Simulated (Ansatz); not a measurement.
**CdTe (F-43m), an elastic constant from a strain scan**

These are results of DFT LDA, scalar-relativistic, plane waves, PAW in Ansatz, not measurements. The runs took a 420 eV cutoff, a Γ-centred 8×8×8 mesh and Gaussian smearing (0.05 eV). No spin polarisation. Energies are free energies at this smearing, counted from the undisturbed cell; pressure is positive in compression.

The starting cell (as given, not relaxed at this level; it stands at 0.0 GPa):

```xyz
2
Lattice="0.0000 3.2050 3.2050 3.2050 0.0000 3.2050 3.2050 3.2050 0.0000" Properties=species:S:1:pos:R:3 pbc="T T T"
Cd    0.0000    0.0000    0.0000
Te    4.8075    4.8075    4.8075
```

The cell is strained by ε times the Voigt pattern (0, 0, 1, 0, 0, 0) (xx, yy, zz, yz, xz, xy; engineering shear) with fractional coordinates fixed. The cell holds 2 atoms in V0 = 65.84 Å³. The stress column is τ = (1/V0) dE/dε, got from the stress tensor σ (compression positive) at each point as −det(1 + εP) σ : P(1 + εP)⁻¹, with P the pattern as a tensor.

```csv
ε,ΔE (meV/atom),τ (GPa)
-0.0600,22.300,-3.728
-0.0450,12.332,-2.742
-0.0300,5.360,-1.787
0.0000,0.000,0.029
0.0150,1.423,0.888
0.0450,11.959,2.509
0.0600,?,?
```

Which combination of elastic constants does this scan measure, and how large is it?

For small ε, τ = τ0 + Kε with K = pᵀCp, which for this pattern is C11 in the cubic axes. The parabola through τ at ε = -0.0300, 0 and 0.0150 has slope K = 58 GPa at zero. The energies per cell, E = NΔE, of the same two points give K = 2[E(ε₊)/ε₊ − E(ε₋)/ε₋]/[(ε₊ − ε₋)V0] = 59 GPa, in agreement.

Predict the withheld row at ε = 0.0600 from the harmonic law, and compare.

ΔE = V0(τ0 ε + Kε²/2)/N = 21.945 meV/atom and τ = 3.53 GPa. The calculation gives 20.873 meV/atom and 3.27 GPa, a miss of 4.9 % of the harmonic energy, so the harmonic law still holds here.